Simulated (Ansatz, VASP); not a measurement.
Two plane-wave programs on AlP

```
P Al
1.0
     0.00000    2.68866    2.68866
     2.68866    0.00000    2.68866
     2.68866    2.68866    0.00000
P Al
1 1
Direct
  0.75000 0.75000 0.75000
  0.00000 0.00000 0.00000
```

Change from the starting cell: volume scaled by 0.96.

Alike in both runs: task single point; functional PBE; k mesh 8 × 8 × 8; occupations fermi-dirac, width 0.05 eV; no spin polarisation.

```csv
,VASP,Ansatz
version,VASP 6.6.1,Ansatz 0.2.0
potentials or method,"VASP PAW PBE potentials, release 64 (P, Al)",Ansatz PAW
plane-wave cutoff (eV),520,420
valence electrons in the cell,8,8
```

```tsv
	VASP	Ansatz	Ansatz less VASP
gap on the k mesh at the Fermi level (eV)	1.48	1.49	+0.002
least direct gap on the mesh (eV)	3.68	3.68	-0.002
pressure (GPa)	6.8	6.9	+0.12
```

A k mesh can miss the band edges.
